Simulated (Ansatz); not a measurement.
# BaTe: how strain makes field gradients

```
CELL_PARAMETERS angstrom
0.00000 3.41000 3.41000
3.41000 0.00000 3.41000
3.41000 3.41000 0.00000
ATOMIC_POSITIONS crystal
Ba 0.00000 0.00000 0.00000
Te 0.50000 0.50000 0.50000
```

Atoms are numbered in the order listed.

Conventional cell: a = 6.820 Å, b = 6.820 Å, c = 6.820 Å, α = 90.00°, β = 90.00°, γ = 90.00°. Ba (atom 1) has 6 Te at 3.41 Å as nearest neighbours. Te (atom 2) is surrounded by 6 Ba at 3.41 Å.

The cell is COD entry 1010423, as deposited and not checked against the literature; nothing was relaxed. It is an old determination, and later ones may differ.

These are results of DFT, PBEsol, all-electron PAW with datasets made for the crystal, scalar-relativistic in Ansatz 0.2.0, not measurements.

Numerical set-up: a Γ-centred 10×10×10 k mesh, Fermi–Dirac smearing of 0.05 eV, cutoff 240 eV (chosen by the program for this cell), no spin polarisation.

The strain is applied along the Cartesian axes of the cell as listed (γ is the engineering shear, twice εxy = εyz = εzx). Fractional coordinates are held (clamped ions).

The columns are Cartesian components of the electric field gradient at the nuclei, in 10²¹ V/m².

No spin–orbit coupling: at heavy atoms the gradients can be off by tens of per cent for that reason.

Only quantities that a quadratic follows smoothly over the whole series are listed; rougher ones are left out.

```csv
γ,Vxy at Ba1,Vxy at Te2
-0.0200,0.38,-0.42
-0.0100,0.19,-0.22
0.0000,0.00,0.00
0.0200,-0.39,0.48
```

**Question.** Fit the series and give the gradient–strain slopes.

**Answer.** Least-squares fits y = p0 + p1 x + p2 x² to the rows give Vxy at Ba1: p1 = -19.2, p2 = -11; Vxy at Te2: p1 = 22.5, p2 = 77. The slopes p1 are in 10²¹ V/m² per unit strain, for clamped ions.

**Question.** One run, at γ = 0.0100, is withheld. Predict its row.

**Answer.** The fits give -0.19, 0.23; the run gave -0.19, 0.23.
